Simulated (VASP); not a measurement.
# Si: NMR shieldings and orbital susceptibility

Si, Fd-3m (no. 227), 2 atoms in the cell. PBE, GIPAW shieldings; PAW potentials Si (PBE set).

The cell is changed on purpose: volume = 0.94.

## Input

INCAR:
```
GGA = PE ; PREC = Accurate
ENCUT = 400 ; EDIFF = 1E-8
LREAL = F ; LASPH = T
ALGO = Normal ; NELM = 120
LWAVE = F ; LCHARG = F
LCHIMAG = T ; LNMR_SYM_RED = T
NLSPLINE = T ; ISMEAR = 0
SIGMA = 0.01 ; KPAR = 2
```

KPOINTS:
```
k-points
0
Gamma
  7 7 7
```

POSCAR:
```
Si
1.0
    0.0000000000      2.6662876123      2.6662876123
    2.6662876123      0.0000000000      2.6662876123
    2.6662876123      2.6662876123      0.0000000000
Si
2
Direct
    0.5000000000      0.5000000000      0.5000000000
    0.7500000000      0.7500000000      0.7500000000
```

Commands:
```
cat potpaw_PBE.64/Si/POTCAR > POTCAR
mpirun -np 2 vasp_std > vasp.out
```

## Result

- Orbital susceptibility (1e-6 cm³ per mole of cells): -199.2

Absolute shieldings:

| Atoms | Isotropic (ppm) | Span (ppm) |
|---|---|---|
| Si1, Si2 | 448.6 | 0.0 |

Two forms of the response, pGv and vGv, give -199.2 and -169.3 x 10^-6 cm³/mol for the orbital susceptibility of the cell.

The shieldings include the G = 0 term, which follows from the susceptibility (pGv form unless LVGVAPPL = T).

Limits: The pGv and vGv forms of the susceptibility differ by more than 5 %, and the shieldings take over part of that uncertainty through the G = 0 term.

VASP 6.6.1 took 31 s on 2 cores (Intel Xeon 6975P-C (Granite Rapids)), a shared host.
